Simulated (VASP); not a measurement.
# Zn (P6_3/mmc) in VASP: a series of runs

The runs below take Zn through relaxation of shape and atoms at fixed volume, with r2SCAN.

Everything below comes from runs of VASP 6.6.1. Logs are shortened: lines on timing, memory, paths and dates and some standing lists are left out, and cuts for length are marked.

**1. The crystal as given**

The structure is hexagonal, space group P6_3/mmc (No. 194). Conventional cell: a = 2.595 Å, b = 2.595 Å, c = 5.029 Å, α = 90.00°, β = 90.00°, γ = 120.00°. Zn (site symmetry -6m2) is surrounded by 12 Zn at 2.59 to 2.93 Å.

**2. Relaxation of shape and atoms at fixed volume, r2SCAN (a relaxed cell with its volume scaled by 0.94)**

INCAR

```
SYSTEM = Zn
  PREC = Accurate
  ENCUT = 600
  EDIFF = 1E-7
  ISMEAR = 1
  SIGMA = 0.1
  LREAL = .FALSE.
  LASPH = .TRUE.
  NELM = 80
  ALGO = Normal
  ISIF = 4
  LWAVE = .FALSE.
  LCHARG = .FALSE.
  METAGGA = R2SCAN
  LMIXTAU = .TRUE.
  IBRION = 2
  NSW = 40
  EDIFFG = -0.01
```

KPOINTS

```
regular mesh
0
G
  18 18 8
  0 0 0
```

POSCAR

```
Zn                                      
1.0
    2.5417274792      0.0000000000      0.0000000000
   -1.2708637396      2.2012005665      0.0000000000
    0.0000000000      0.0000000000      4.9258731932
  Zn            
     2
Direct
     0.3333333332999970    0.6666666667000030    0.2500000000000000
     0.6666666667000030    0.3333333332999970    0.7500000000000000
```

Potentials or basis: VASP PAW PBE potentials, release 64 (Zn).

Run with:

```sh
$ cat potpaw_PBE.64/Zn/POTCAR > POTCAR
$ mpirun -np 1 vasp_std > vasp.out
```

OUTCAR:

```text
SYSTEM = Zn
   PREC = Accurate
   ENCUT = 600
   EDIFF = 1E-7
   ISMEAR = 1
   LREAL = .FALSE.
   LASPH = .TRUE.
   NELM = 80
   ISIF = 4
   METAGGA = R2SCAN
   IBRION = 2
   NSW = 40
   EDIFFG = -0.01

 ion  position               nearest neighbor table
   1  0.333  0.667  0.250-   2 2.87   2 2.87   2 2.87   2 2.87   2 2.87   2 2.87
   2  0.667  0.333  0.750-   1 2.87   1 2.87   1 2.87   1 2.87   1 2.87   1 2.87

  LATTYP: Found a hexagonal cell.
 ALAT       =     2.5417274792
 C/A-ratio  =     1.9380021003

  Lattice vectors:

 A1 = (   2.5417274792,   0.0000000000,   0.0000000000)
 A2 = (  -1.2708637396,   2.2012005665,   0.0000000000)
 A3 = (   0.0000000000,   0.0000000000,   4.9258731932)

Analysis of symmetry for initial positions (statically):
=====================================================================
 Subroutine PRICEL returns:
 Original cell was already a primitive cell.

 Routine SETGRP: Setting up the symmetry group for a
 hexagonal supercell.

 Subroutine GETGRP returns: Found 24 space group operations
 (whereof 12 operations were pure point group operations)
 out of a pool of 24 trial point group operations.

The static configuration has the point symmetry D_3d.
 The point group associated with its full space group is D_6h.

Analysis of symmetry for dynamics (positions and initial velocities):
=====================================================================
 Subroutine PRICEL returns:
 Original cell was already a primitive cell.

 Routine SETGRP: Setting up the symmetry group for a
 hexagonal supercell.

 Subroutine GETGRP returns: Found 24 space group operations
 (whereof 12 operations were pure point group operations)
 out of a pool of 24 trial point group operations.

The dynamic configuration has the point symmetry D_3d.
 The point group associated with its full space group is D_6h.

 Subroutine INISYM returns: Found 24 space group operations
 (whereof 12 operations are pure point group operations),
 and found     1 'primitive' translations

----------------------------------------------------------------------------------------

                                     Primitive cell

  volume of cell :      27.5595

  direct lattice vectors                    reciprocal lattice vectors
     2.541727479  0.000000000  0.000000000     0.393433210  0.227148769  0.000000000
    -1.270863740  2.201200566  0.000000000     0.000000000  0.454297539  0.000000000
     0.000000000  0.000000000  4.925873193     0.000000000  0.000000000  0.203009692

  length of vectors
     2.541727479  2.541727479  4.925873193     0.454297539  0.454297539  0.203009692

  position of ions in fractional coordinates (direct lattice)
     0.333333333  0.666666667  0.250000000
     0.666666667  0.333333333  0.750000000

  ion indices of the primitive-cell ions
   primitive index   ion index
                 1           1
                 2           2

----------------------------------------------------------------------------------------

 KPOINTS: regular mesh

Automatic generation of k-mesh.
 Grid dimensions read from file:
 generate k-points for:   18   18    8

 Generating k-lattice:

  Cartesian coordinates                     Fractional coordinates (reciprocal lattice)
     0.021857401  0.012619376  0.000000000     0.055555556  0.000000000  0.000000000
     0.000000000  0.025238752  0.000000000     0.000000000  0.055555556  0.000000000
     0.000000000  0.000000000  0.025376212     0.000000000  0.000000000  0.125000000

  Length of vectors
     0.025238752  0.025238752  0.025376212

  Shift w.r.t. Gamma in fractional coordinates (k-lattice)
     0.000000000  0.000000000  0.000000000

 Subroutine IBZKPT returns following result:
 ===========================================

 Found    185 irreducible k-points:

 Following reciprocal coordinates:
            Coordinates               Weight
  0.000000  0.000000  0.000000      1.000000
  0.055556 -0.000000  0.000000      6.000000
  0.111111 -0.000000  0.000000      6.000000
  0.166667 -0.000000  0.000000      6.000000
  0.222222  0.000000  0.000000      6.000000
  0.277778 -0.000000  0.000000      6.000000
[... 16 lines left out ...]
  0.333333  0.111111  0.000000     12.000000
  0.388889  0.111111  0.000000     12.000000
 [... further k-points ...]
   k-points           NKPTS =    185   k-points in BZ     NKDIM =    185   number of bands    NBANDS=     16
   number of dos      NEDOS =    301   number of ions     NIONS =      2
   total plane-waves  NPLWV =  16000
   dimension x,y,z NGX =    20 NGY =   20 NGZ =   40
   dimension x,y,z NGXF=    40 NGYF=   40 NGZF=   80
   ions per type =               2
   NGX,Y,Z   is equivalent  to a cutoff of  13.08, 13.08, 13.50 a.u.
   NGXF,Y,Z  is equivalent  to a cutoff of  26.16, 26.16, 27.00 a.u.
 SYSTEM =  Zn
   PREC   = accura    normal or accurate (medium, high low for compatibility)
   ISTART =      0    job   : 0-new  1-cont  2-samecut
   ICHARG =      2    charge: 1-file 2-atom 10-const
   ISPIN  =      1    spin polarized calculation?
   LNONCOLLINEAR =      F non collinear calculations
   LSORBIT =      F    spin-orbit coupling
   LASPH  =      T    aspherical Exc in radial PAW
   ENCUT  =  600.0 eV  44.10 Ry    6.64 a.u.   5.08  5.08  9.84*2*pi/ulx,y,z
   NELM   =     80;   NELMIN=  2; NELMDL= -5     # of ELM steps
   EDIFF  = 0.1E-06   stopping-criterion for ELM
   LREAL  =      F    real-space projection
   EDIFFG = -.1E-01   stopping-criterion for IOM
   NSW    =     40    number of steps for IOM
   IBRION =      2    ionic relax: 0-MD 1-quasi-New 2-CG
   NFREE  =      1    steps in history (QN), initial steepest desc. (CG)
   ISIF   =      4    stress and relaxation
   ISYM   =      2    0-nonsym 1-usesym 2-fastsym
   POTIM  = 0.5000    time-step for ionic-motion
   TEBEG  =    0.0;   TEEND  =   0.0 temperature during run
   PSTRESS=    0.0 pullay stress
   NELECT =      24.0000    total number of electrons
   NUPDOWN=      -1.0000    fix difference up-down
   EMIN   =  10.00;   EMAX   =-10.00  energy-range for DOS
   EFERMI =   0.00;   METHOD = LEGACY
   ISMEAR =     1;   SIGMA  =   0.10  broadening in eV -4-tet -1-fermi 0-gaus
   EFERMI_NEDOS =   21; number of points for ismear=-14 and -15
   IALGO  =     38    algorithm
   IMIX   =      4    mixing-type and parameters
     AMIX     =   0.40;   BMIX     =  1.00
     AMIX_MAG =   1.60;   BMIX_MAG =  1.00
  volume/ion in A,a.u.               =      13.78        92.99
  Fermi-wavevector in a.u.,A,eV,Ry     =   1.563344  2.954292 33.253257  2.444045
  Thomas-Fermi vector in A             =   2.666129
   LORBIT       =      0    0 simple, 1 ext, 2 COOP (PROOUT), +10 PAW based schemes
   METAGGA = R2SCAN    functional components
   LHFCALC =     F    Hartree Fock is set to
   AEXX    =    0.0000 exact exchange contribution
   IVDW    =     0    specifies the selected vdW correction
   LEPSILON=     F    determine dielectric tensor
   LRPA    =     F    only Hartree local field effects (RPA)
 conjugate gradient relaxation of ions
 non-spin polarized calculation
 Methfessel and Paxton  Order N= 1 SIGMA  =   0.10
  energy-cutoff  :      600.00
  volume of cell :       27.56
 maximum number of plane-waves:       935
   NGX = 11   NGY = 11   NGZ = 19

--------------------------------------- Ionic step        1  -------------------------------------------

 number of electron      23.9999985 magnetization

 Free energy of the ion-electron system (eV)
  ---------------------------------------------------
  ext. energy  EPLUGINS =         0.00000000
  ---------------------------------------------------
  free energy    TOTEN  =       -17.76969645 eV

  energy without entropy =      -17.76942336  energy(sigma->0) =      -17.76960542

------------------------ aborting loop because EDIFF is reached ----------------------------------------

  FORCE on cell =-STRESS in cart. coord.  units (eV):
  Direction    XX          YY          ZZ          XY          YZ          ZX
  --------------------------------------------------------------------------------------
  -------------------------------------------------------------------------------------
  Total        1.3476369      1.3476369      0.6149345      0.0000000      0.0000000      0.0000000
  in kB       78.3450641     78.3450641     35.7493085      0.0000000      0.0000000      0.0000000
  external PRESSURE =      64.1464789 kB  Pullay stress =       0.0000000 kB

 VOLUME and BASIS-vectors are now :
 -----------------------------------------------------------------------------
  energy-cutoff  :      600.00
  volume of cell :       27.56
      direct lattice vectors                 reciprocal lattice vectors
     2.541727479  0.000000000  0.000000000     0.393433210  0.227148769  0.000000000
    -1.270863740  2.201200566  0.000000000     0.000000000  0.454297539  0.000000000
     0.000000000  0.000000000  4.925873193     0.000000000  0.000000000  0.203009692
[... 145 lines left out ...]
 POSITION                                       TOTAL-FORCE (eV/Angst)
 -----------------------------------------------------------------------------------
     -0.00000      1.49678      1.18371        -0.000000      0.000000     -0.000000
      1.29625      0.74839      3.55112         0.000000      0.000000      0.000000
 -----------------------------------------------------------------------------------
    total drift:                               -0.000000      0.000000      0.000000

  FREE ENERGIE OF THE ION-ELECTRON SYSTEM (eV)
  ---------------------------------------------------
  free  energy   TOTEN  =       -17.7844965806 eV

  energy  without entropy=      -17.7845333121  energy(sigma->0) =      -17.78450882

--------------------------------------- Ionic step        6  -------------------------------------------

 number of electron      24.0000007 magnetization

 Free energy of the ion-electron system (eV)
  ---------------------------------------------------
  ext. energy  EPLUGINS =         0.00000000
  ---------------------------------------------------
  free energy    TOTEN  =       -17.78451220 eV

  energy without entropy =      -17.78453647  energy(sigma->0) =      -17.78452029

 E-fermi :   3.8454     XC(G=0): -13.2484

 val. band max:        3.8118568447   @ k =   0.3333   0.3333   0.1250
 cond. band min:       3.8634083332   @ k =   0.3333   0.2778   0.1250
 fundamental gap:      0.0515514885
 Fermi energy:         3.8453577653

 k-point     1 :       0.0000    0.0000    0.0000
  band No.  band energies     occupation
      1      -7.9936      2.00000
      2      -5.7085      2.00000
      3      -4.8084      2.00000
      4      -4.5454      2.00000
      5      -4.5452      2.00000
      6      -4.4781      2.00000
[... 8 lines left out ...]
     15      23.1905      0.00000
     16      23.1907      0.00000
[... 419 lines left out ...]
 k-point    24 :       0.3889    0.1111    0.0000
  band No.  band energies     occupation
      1      -5.3335      2.00000
      2      -5.2258      2.00000
      3      -5.1342      2.00000
      4      -4.5566      2.00000
      5      -4.4294      2.00000
      6      -4.3974      2.00000
[... 8 lines left out ...]
     15      10.2138      0.00000
     16      11.1813      0.00000

 [... further k-points ...]
[... 5 lines left out ...]
  --------------------------------------------------------------------------------------
  -------------------------------------------------------------------------------------
  Total        0.7687131      0.7687131      0.7588156      0.0000000     -0.0000000      0.0000000
  in kB       44.6892477     44.6892477     44.1138554      0.0000000     -0.0000000      0.0000000
  external PRESSURE =      44.4974503 kB  Pullay stress =       0.0000000 kB

 VOLUME and BASIS-vectors are now :
 -----------------------------------------------------------------------------
  energy-cutoff  :      600.00
  volume of cell :       27.56
      direct lattice vectors                 reciprocal lattice vectors
     2.591535774  0.000000000  0.000000000     0.385871578  0.222783060 -0.000000000
    -1.295767887  2.244335815 -0.000000000     0.000000000  0.445566119 -0.000000000
     0.000000000  0.000000000  4.738346098     0.000000000  0.000000000  0.211044103

 POSITION                                       TOTAL-FORCE (eV/Angst)
 -----------------------------------------------------------------------------------
     -0.00000      1.49622      1.18459         0.000000     -0.000000     -0.000000
      1.29577      0.74811      3.55376        -0.000000      0.000000      0.000000
 -----------------------------------------------------------------------------------
    total drift:                               -0.000000      0.000000      0.000000

  FREE ENERGIE OF THE ION-ELECTRON SYSTEM (eV)
  ---------------------------------------------------
  free  energy   TOTEN  =       -17.7845121960 eV

  energy  without entropy=      -17.7845364745  energy(sigma->0) =      -17.78452029

 reached required accuracy - stopping structural energy minimisation
```

Wall time 16 min (1 thread of AMD EPYC 9R45 (Zen 5), shared host); peak memory 0.19 GiB.

Results:

```
Free energy               : -17.7845 eV
Energy gained by relaxing : 7.4 meV/atom
Ionic steps               : 6
Pressure after relaxing   : 4.4 GPa
Band gap on the k mesh    : none (metal or under the smearing width)
```

Step by step:
```tsv
step	energy change (eV)	largest force (eV/Å)	pressure (GPa)
1	0.0000	0.0000	6.41
2	-0.0077	0.0000	5.65
3	-0.0135	0.0000	4.20
4	-0.0148	0.0000	4.46
5	-0.0148	0.0000	4.44
6	-0.0148	0.0000	4.45
```

Final structure:
```cif
data_structure
_symmetry_space_group_name_H-M 'P 1'
_symmetry_Int_Tables_number 1
_cell_length_a 2.5915
_cell_length_b 2.5915
_cell_length_c 4.7383
_cell_angle_alpha 90.000
_cell_angle_beta 90.000
_cell_angle_gamma 120.000
_cell_volume 27.56
loop_
_atom_site_label
_atom_site_type_symbol
_atom_site_fract_x
_atom_site_fract_y
_atom_site_fract_z
_atom_site_occupancy
Zn1 Zn 0.33333 0.66667 0.25000 1
Zn2 Zn 0.66667 0.33333 0.75000 1
```

Levels at points of the mesh, in eV from the Fermi level:
```
           k point  band 9  band 10  band 11  band 12  band 13  band 14  band 15  band 16
(0.00, 0.00, 0.00)   -7.96    -7.69    -7.69    -4.40    -2.97    15.78    19.35    19.35
(0.50, 0.00, 0.00)   -7.49    -7.46    -3.52    -2.51     3.08     3.73     5.04     6.07
(0.00, 0.00, 0.50)   -7.79    -7.79    -7.79    -7.79     5.37     5.37    20.91    20.91
(0.50, 0.00, 0.50)   -7.47    -7.47    -2.48    -2.48     0.29     0.29    11.57    11.57
```

Caveat: the PAW data sets were made with another functional, which shifts forces and pressure a little.

**3. Relaxation of shape and atoms at fixed volume, r2SCAN (a relaxed cell with its volume scaled by 0.96)**

INCAR is that of step 2.

KPOINTS is that of step 2.

POSCAR

```
Zn                                      
1.0
    2.5596275582      0.0000000000      0.0000000000
   -1.2798137792      2.2167024897      0.0000000000
    0.0000000000      0.0000000000      4.9605635840
  Zn            
     2
Direct
     0.3333333332999970    0.6666666667000030    0.2500000000000000
     0.6666666667000030    0.3333333332999970    0.7500000000000000
```

Potentials or basis: VASP PAW PBE potentials, release 64 (Zn).

Run with:

```sh
$ cat potpaw_PBE.64/Zn/POTCAR > POTCAR
$ mpirun -np 1 vasp_std > vasp.out
```

Wall time 10 min (1 thread of AMD EPYC 9R45 (Zen 5), shared host); peak memory 0.19 GiB.

The run converged. Its results:

| Property | Result |
| --- | --- |
| Free energy | -17.7965 eV |
| Energy gained by relaxing | 3.9 meV/atom |
| Ionic steps | 3 |
| Pressure after relaxing | 2.4 GPa |
| Band gap on the k mesh | none (metal or under the smearing width) |

Step by step:
| step | energy change (eV) | largest force (eV/Å) | pressure (GPa) |
| --- | --- | --- | --- |
| 1 | 0.0000 | 0.0000 | 4.03 |
| 2 | -0.0032 | 0.0000 | 3.54 |
| 3 | -0.0078 | 0.0000 | 2.37 |

Final structure:
```
Zn
1.0
     2.59888    0.00000    0.00000
    -1.29944    2.25070    0.00000
     0.00000    0.00000    4.81184
Zn
2
Direct
  0.33333 0.66667 0.25000
  0.66667 0.33333 0.75000
```

Levels at points of the mesh, in eV from the Fermi level:
```
           k point  band 10  band 11  band 12  band 13  band 14  band 15
(0.00, 0.00, 0.00)    -7.68    -7.68    -4.36    -3.18    15.07    18.66
(0.50, 0.00, 0.00)    -7.45    -3.42    -2.46     2.90     3.68     4.80
(0.00, 0.00, 0.50)    -7.78    -7.78    -7.78     5.00     5.00    20.82
(0.50, 0.00, 0.50)    -7.46    -2.41    -2.41     0.26     0.26    11.20
```

Caveat: the PAW data sets were made with another functional, which shifts forces and pressure a little.

**4. Relaxation of shape and atoms at fixed volume, r2SCAN (a relaxed cell with its volume scaled by 0.98)**

INCAR is that of step 3.

KPOINTS is that of step 3.

POSCAR

```
Zn                                      
1.0
    2.5772807199      0.0000000000      0.0000000000
   -1.2886403600      2.2319905762      0.0000000000
    0.0000000000      0.0000000000      4.9947754485
  Zn            
     2
Direct
     0.3333333332999970    0.6666666667000030    0.2500000000000000
     0.6666666667000030    0.3333333332999970    0.7500000000000000
```

Run with:

```sh
$ cat potpaw_PBE.64/Zn/POTCAR > POTCAR
$ mpirun -np 1 vasp_std > vasp.out
```

Run time: 18 min. Hardware: 1 thread of AMD EPYC 9R45 (Zen 5), shared host; peak memory 0.2 GiB.

The run converged. Its results:

```
Free energy               : -17.8021 eV
Energy gained by relaxing : 1.0 meV/atom
Ionic steps               : 4
Pressure after relaxing   : 0.7 GPa
Band gap on the k mesh    : none (metal or under the smearing width)
```

The path:
```tsv
step	energy change (eV)	largest force (eV/Å)	pressure (GPa)
1	0.0000	0.0000	1.84
2	-0.0006	0.0000	1.67
3	-0.0018	0.0000	0.99
4	-0.0019	0.0000	0.69
```

Final structure:
```
CELL_PARAMETERS angstrom
2.60176 0.00000 0.00000
-1.30088 2.25319 0.00000
0.00000 0.00000 4.90124
ATOMIC_POSITIONS crystal
Zn 0.33333 0.66667 0.25000
Zn 0.66667 0.33333 0.75000
```

Levels at points of the mesh, in eV from the Fermi level:
```
           k point  band 9  band 10  band 11  band 12  band 13  band 14  band 15  band 16
(0.00, 0.00, 0.00)   -7.86    -7.65    -7.65    -4.32    -3.41    14.23    17.96    19.41
(0.50, 0.00, 0.00)   -7.42    -7.41    -3.29    -2.35     2.72     3.68     4.57     5.92
(0.00, 0.00, 0.50)   -7.74    -7.74    -7.74    -7.74     4.58     4.58    20.85    20.85
(0.50, 0.00, 0.50)   -7.41    -7.41    -2.31    -2.31     0.29     0.29    10.81    10.81
```

Caveat: the PAW data sets were made with another functional, which shifts forces and pressure a little.

[end of part 1 of 2]
